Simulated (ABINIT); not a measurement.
# Bi (C2/m) in ABINIT: reference runs

Reference runs on Bi: the cell as given and a disturbed copy.

Program: ABINIT 10.8.3 (patched build). These are calculated values, not measurements. Logs are shortened: lines on timing, memory, paths and dates and some standing lists are left out, and cuts for length are marked. The log counts tension as positive stress, the text compression.

## (1) Starting point

It takes space group C2/m (No. 12, monoclinic). Conventional cell: a = 6.977 Å, b = 6.265 Å, c = 3.359 Å, α = 90.00°, β = 112.04°, γ = 90.00°. Around Bi (site symmetry m) lie 6 Bi at 3.21 to 3.45 Å.

This isn't the form of Bi at room conditions, which is rhombohedral.

## (2) Single point, PBE

The input, run.abi:

```
# Pseudopotentials
pp_dirpath "./"
pseudos "Bi.GGA_PBE-JTH.xml"

# Structure
acell 3*1.0 Angstrom
rprim
     3.4885980000    -3.1325780000     0.0000000000
     3.4885980000     3.1325780000     0.0000000000
    -1.2602350000     0.0000000000     3.1135500000
ntypat 1
znucl 83
natom 2
typat 1 1
xcart
     7.8872470435     0.0000000000     5.0446271515
     2.9162435117     0.0000000000     0.8391296238
chkprim 0
chksymtnons 0
tolsym 1.0e-6

# Plane-wave basis
ecut 22.0
pawecutdg 44.0

# k points
kptopt 1
ngkpt 6 6 9
nshiftk 1
shiftk 0.0 0.0 0.0

# Exchange and correlation
ixc 11

# Bands and occupations
nband 19
occopt 3
tsmear 0.00183747

# SCF cycle
nstep 100
tolvrs 1.0e-9

# Output
iomode 3
prtwf 0
prteig 0
prtebands 0
prtden 1
prtvha 1
prtvclmb 1
prtpot 1
```

Potentials or basis: JTH PAW PBE v2.0.

Run with:

```
> abinit run.abi > log 2>&1
```

run.abo:

```text
.Version 10.8.3 of ABINIT
 Symmetries : space group C2/m (# 12); Bravais mC (1-face-center monocl.)
================================================================================
 Values of the parameters that define the memory need of the present run
     intxc =       0    ionmov =       0      iscf =      17    lmnmax =      18
     lnmax =       6     mgfft =      40  mpssoang =       3    mqgrid =    3001
     natom =       2  nloc_mem =       2    nspden =       1   nspinor =       1
    nsppol =       1      nsym =       4    n1xccc =       1    ntypat =       1
    occopt =       3   xclevel =       2
       mpw =        2279          nfft =       48000          nkpt =          97
 PAW method is used; the additional fine FFT grid is defined by:
   mgfftf=        54    nfftf =    116640
================================================================================
================================================================================

--------------------------------------------------------------------------------
------------- Echo of variables that govern the present computation ------------
--------------------------------------------------------------------------------
 -outvars: echo values of preprocessed input variables --------
            acell      1.8897261259E+00  1.8897261259E+00  1.8897261259E+00 Bohr
              amu      2.08980370E+02
          chkprim           0
      chksymtnons           0
             ecut      2.20000000E+01 Hartree
                       outvar_i_n : Printing only first  50 k-points.
              ixc          11
                       outvar_i_n : Printing only first  50 k-points.
         kptrlatt        6    0    0      0    6    0      0    0    9
          kptrlen      5.31614922E+01
            natom           2
            nband          19
            ngfft          40      40      30
          ngfftdg          54      54      40
             nkpt          97
            nstep         100
             nsym           4
           ntypat           1
                       prtocc : prtvol=0, do not print more k-points.
           occopt           3
        pawecutdg      4.40000000E+01 Hartree
         pawxcdev           0
        prtebands           0
           prteig           0
           prtpot           1
         prtvclmb           1
           prtvha           1
            prtwf           0
            rprim      3.4885980000E+00 -3.1325780000E+00  0.0000000000E+00
                       3.4885980000E+00  3.1325780000E+00  0.0000000000E+00
                      -1.2602350000E+00  0.0000000000E+00  3.1135500000E+00
          spgroup          12
           tolsym      1.00000000E-06
           tolvrs      1.00000000E-09
           tsmear      1.83747000E-03 Hartree
            typat      1  1
           useylm           1
                       outvars : Printing only first  50 k-points.
           xangst      4.1737513894E+00 -2.5291344767E-17  2.6695017243E+00
                       1.5432096068E+00 -1.7005555249E-17  4.4404827361E-01
            xcart      7.8872470435E+00 -4.7793714965E-17  5.0446271515E+00
                       2.9162435117E+00 -3.2135842040E-17  8.3912962380E-01
             xred      7.5306099949E-01  7.5306099949E-01  8.5738199941E-01
                       2.4693899984E-01  2.4693899984E-01  1.4261799991E-01
            znucl       83.00000

================================================================================

 chkinp: Checking input parameters for consistency.

================================================================================
== DATASET  1 ==================================================================

--- !DatasetInfo
iteration_state: {dtset: 1, }
dimensions: {natom: 2, nkpt: 97, mband: 19, nsppol: 1, nspinor: 1, nspden: 1, mpw: 2279, }
cutoff_energies: {ecut:  22.0, pawecutdg:  44.0, }
electrons: {nelect:   3.00000000E+01, charge:   0.00000000E+00, occopt:   3.00000000E+00, tsmear:   1.83747000E-03, }
meta: {optdriver: 0, ionmov: 0, optcell: 0, iscf: 17, paral_kgb: 0, }
...

 Exchange-correlation functional for the present dataset will be:
  GGA: Perdew-Burke-Ernzerhof functional - ixc=11
  J.P.Perdew, K.Burke, M.Ernzerhof, PRL 77, 3865 (1996)

 Real(R)+Recip(G) space primitive vectors, cartesian coordinates (Bohr,Bohr^-1):
 R(1)=  6.5924948 -5.9197145  0.0000000  G(1)=  0.0758438 -0.0844635  0.0306984
 R(2)=  6.5924948  5.9197145  0.0000000  G(2)=  0.0758438  0.0844635  0.0306984
 R(3)= -2.3814990  0.0000000  5.8837568  G(3)=  0.0000000  0.0000000  0.1699594
 Unit cell volume ucvol=  4.5923530E+02 bohr^3
 Angles (23,13,12)=  1.06210145E+02  1.06210145E+02  8.38443507E+01 degrees

 Coarse grid specifications (used for wave-functions):

 getcut: wavevector=  0.0000  0.0000  0.0000  ngfft=  40  40  30
         ecut(hartree)=     22.000   => boxcut(ratio)=   2.13821

 Fine grid specifications (used for densities):

 getcut: wavevector=  0.0000  0.0000  0.0000  ngfft=  54  54  40
         ecut(hartree)=     44.000   => boxcut(ratio)=   2.04163

--- Pseudopotential description ------------------------------------------------
- pspini: atom type   1  psp file is ./Bi.GGA_PBE-JTH.xml
 Pseudopotential format is: paw10
 basis_size (lnmax)=  6 (lmn_size= 18), orbitals=   0   0   1   1   2   2
 Spheres core radius: rc_sph= 2.41230754
 Shapefunction is BESSEL type: shapef(r,l)=aa(1,l)*jl(q(1,l)*r)+aa(2,l)*jl(q(2,l)*r)
 Radius for shape functions =  2.20555141
 Compensation charge density is not taken into account in XC energy/potential

   1.67785748E+03                                ecore*ucvol(ha*bohr**3)
--------------------------------------------------------------------------------

[... 7 lines left out ...]

     iter   Etot(hartree)      deltaE(h)  residm     nres2
 ETOT  1  -142.18203665220    -1.422E+02 4.856E+00 2.100E+00
 ETOT  2  -144.29960449874    -2.118E+00 3.904E-01 5.477E-01
 ETOT  3  -144.30581661778    -6.212E-03 1.466E-01 1.937E-01
 ETOT  4  -144.30600541973    -1.888E-04 7.954E-02 4.525E-02
 ETOT  5  -144.30587402692     1.314E-04 1.175E-02 2.598E-03
 ETOT  6  -144.30587123477     2.792E-06 5.565E-03 3.158E-04
 ETOT  7  -144.30587209424    -8.595E-07 3.867E-03 1.133E-05
 ETOT  8  -144.30587228978    -1.955E-07 3.483E-03 7.997E-07
 ETOT  9  -144.30587231141    -2.163E-08 1.317E-03 1.465E-07
 ETOT 10  -144.30587231157    -1.592E-10 9.356E-04 3.431E-09
 ETOT 11  -144.30587231176    -1.929E-10 5.293E-04 1.034E-09
 ETOT 12  -144.30587231176    -2.927E-12 3.625E-04 2.455E-11

 At SCF step   12       nres2   =  2.46E-11 < tolvrs=  1.00E-09 =>converged.

 Cartesian components of stress tensor (hartree/bohr^3)
  sigma(1 1)= -7.13457938E-07  sigma(3 2)=  0.00000000E+00
  sigma(2 2)=  2.32431924E-05  sigma(3 1)=  8.69050852E-06
  sigma(3 3)= -2.47200332E-05  sigma(2 1)=  0.00000000E+00

--- !ResultsGS
iteration_state: {dtset: 1, }
comment   : Summary of ground state results
lattice_vectors:
- [  6.5924948,  -5.9197145,   0.0000000, ]
- [  6.5924948,   5.9197145,   0.0000000, ]
- [ -2.3814990,   0.0000000,   5.8837568, ]
lattice_lengths: [   8.86025,    8.86025,    6.34745, ]
lattice_angles: [106.210, 106.210,  83.844, ] # degrees, (23, 13, 12)
lattice_volume:   4.5923530E+02
convergence: {deltae: -2.927E-12, res2:  2.455E-11, residm:  3.625E-04, diffor: null, }
etotal    :  -1.44305872E+02
entropy   :   0.00000000E+00
fermie    :   2.47770755E-01
cartesian_stress_tensor: # hartree/bohr^3
- [ -7.13457938E-07,   0.00000000E+00,   8.69050852E-06, ]
- [  0.00000000E+00,   2.32431924E-05,   0.00000000E+00, ]
- [  8.69050852E-06,   0.00000000E+00,  -2.47200332E-05, ]
pressure_GPa:   2.1480E-02
xred      :
- [  7.5306E-01,   7.5306E-01,   8.5738E-01, Bi]
- [  2.4694E-01,   2.4694E-01,   1.4262E-01, Bi]
cartesian_forces: # hartree/bohr
- [  7.41895869E-04,   9.88261605E-21,   2.69100222E-04, ]
- [ -7.41895869E-04,  -9.88261605E-21,  -2.69100222E-04, ]
force_length_stats: {min:   7.89192251E-04, max:   7.89192251E-04, mean:   7.89192251E-04, }
...

 Integrated electronic density in atomic spheres:
 ------------------------------------------------
 Atom  Sphere_radius  Integrated_density
    1        2.41231         12.13156141
    2        2.41231         12.13156141

================================================================================

 ----iterations are completed or convergence reached----

 Mean square residual over all n,k,spin=   76.930E-08; max=  36.246E-05
 reduced coordinates (array xred) for    2 atoms
       0.753060999487      0.753060999487      0.857381999411
       0.246938999836      0.246938999836      0.142617999906
 rms dE/dt=  3.9948E-03; max dE/dt=  4.8909E-03; dE/dt below (all hartree)
    1      -0.004890944643     -0.004890944643      0.000183504017
    2       0.004890944643      0.004890944643     -0.000183504017

 cartesian coordinates (angstrom) at end:
    1      4.17375138935074    -0.00000000000000     2.66950172426529
    2      1.54320960678844    -0.00000000000000     0.44404827360732

 cartesian forces (hartree/bohr) at end:
    1      0.00074189586852     0.00000000000000     0.00026910022202
    2     -0.00074189586852    -0.00000000000000    -0.00026910022202
 frms,max,avg= 4.5564036E-04 7.4189587E-04   0.000E+00  0.000E+00  0.000E+00 h/b

 cartesian forces (eV/Angstrom) at end:
    1      0.03814981943714     0.00000000000000     0.01383768978419
    2     -0.03814981943714    -0.00000000000000    -0.01383768978419
 frms,max,avg= 2.3429969E-02 3.8149819E-02   0.000E+00  0.000E+00  0.000E+00 e/A
 length scales=  1.889726125908  1.889726125908  1.889726125908 bohr
              =  1.000000000000  1.000000000000  1.000000000000 angstroms
 Fermi (or HOMO) energy (hartree) =   0.24777   Average Vxc (hartree)=  -0.33401
 Eigenvalues (hartree) for nkpt=  97  k points:
 kpt#   1, nband= 19, wtk=  0.00309, kpt=  0.0000  0.0000  0.0000 (reduced coord)
  -0.59603   -0.59497   -0.59336   -0.59260   -0.58956   -0.58868   -0.58814   -0.58774
  -0.58663   -0.58323   -0.23343   -0.08936    0.13517    0.14547    0.35051    0.36022
   0.38482    0.39865    0.40453
      occupation numbers for kpt#   1
   2.00000    2.00000    2.00000    2.00000    2.00000    2.00000    2.00000    2.00000
   2.00000    2.00000    2.00000    2.00000    2.00000    2.00000    0.00000    0.00000
   0.00000    0.00000    0.00000
 prteigrs : prtvol=0 or 1, do not print more k-points.

--- !EnergyTerms
iteration_state     : {dtset: 1, }
comment             : Components of total free energy in Hartree
kinetic             :  9.33996154862686E+00
hartree             :  3.80718531950217E+01
xc                  : -5.06174461544762E+00
Ewald energy        : -1.04978722310200E+02
psp_core            :  3.65358996121972E+00
local_psp           : -1.25109286248114E+02
PAW spherical_terms :  3.97787831027500E+01
internal            : -1.44305565366143E+02
'-kT*entropy'       : -3.00649536874240E-04
total_energy        : -1.44305866015680E+02
total_energy_eV     : -3.92676265771344E+03
...

--- !EnergyTermsDC
iteration_state     : {dtset: 1, }
comment             : '"Double-counting" decomposition of free energy'
band_energy         : -1.13722729935170E+01
Ewald energy        : -1.04978722310200E+02
psp_core            :  3.65358996121972E+00
xc_dc               : -3.74429875856676E+01
PAW spherical_terms :  5.83482126594037E+00
internal            : -1.44305571662224E+02
'-kT*entropy'       : -3.00649536874240E-04
total_energy_dc     : -1.44305872311761E+02
total_energy_dc_eV  : -3.92676282903855E+03
...

--- !EnergyTermsWithPAWCore
iteration_state     : {dtset: 1, }
comment             : 'Components of total free energy, including PAW core contributions'
Total energy        : -4.30618217166081E+04
Total energy DC     : -4.30618217229042E+04
Total energy (eV)   : -1.17177186318620E+06
Total energy DC (eV): -1.17177186335752E+06
...

 Cartesian components of stress tensor (hartree/bohr^3)
  sigma(1 1)= -7.13457938E-07  sigma(3 2)=  0.00000000E+00
  sigma(2 2)=  2.32431924E-05  sigma(3 1)=  8.69050852E-06
  sigma(3 3)= -2.47200332E-05  sigma(2 1)=  0.00000000E+00

-Cartesian components of stress tensor (GPa)         [Pressure=  2.1480E-02 GPa]
- sigma(1 1)= -2.09906572E-02  sigma(3 2)=  0.00000000E+00
- sigma(2 2)=  6.83838330E-01  sigma(3 1)=  2.55683588E-01
- sigma(3 3)= -7.27288487E-01  sigma(2 1)=  0.00000000E+00

== END DATASET(S) ==============================================================
================================================================================

 -outvars: echo values of variables after computation  --------
            acell      1.8897261259E+00  1.8897261259E+00  1.8897261259E+00 Bohr
           etotal     -1.4430587231E+02
            fcart      7.4189586852E-04  9.8826160474E-21  2.6910022202E-04
                      -7.4189586852E-04 -9.8826160474E-21 -2.6910022202E-04
            rprim      3.4885980000E+00 -3.1325780000E+00  0.0000000000E+00
                       3.4885980000E+00  3.1325780000E+00  0.0000000000E+00
                      -1.2602350000E+00  0.0000000000E+00  3.1135500000E+00
           strten     -7.1345793789E-07  2.3243192417E-05 -2.4720033221E-05
                       0.0000000000E+00  8.6905085241E-06  0.0000000000E+00
           xangst      4.1737513894E+00 -2.5291344767E-17  2.6695017243E+00
                       1.5432096068E+00 -1.7005555249E-17  4.4404827361E-01
             xred      7.5306099949E-01  7.5306099949E-01  8.5738199941E-01
                       2.4693899984E-01  2.4693899984E-01  1.4261799991E-01
 Calculation completed.
```

Wall time 1.9 min (1 thread of Arm Neoverse V2, shared host); peak memory 0.24 GiB.

Results:

- Free energy: -3926.7628 eV
- Pressure: 0.0 GPa
- Largest force: 0.041 eV/Å
- Band gap on the k mesh: none (metal or under the smearing width)
- Valence electrons inside the program's atomic spheres: Bi 12.13 (radii [1.2765] Å)

Forces in eV/Å, atoms in the order of the input:
```
Bi   0.038  0.000  0.014
Bi  -0.038  0.000 -0.014
```

Stress tensor (GPa, compression positive):
```
 0.02  0.00 -0.26
 0.00 -0.68  0.00
-0.26  0.00  0.73
```

Caveat: spin-orbit coupling is left out, which moves the levels of the heavy elements.

(Part 1 of 2 ends here.)
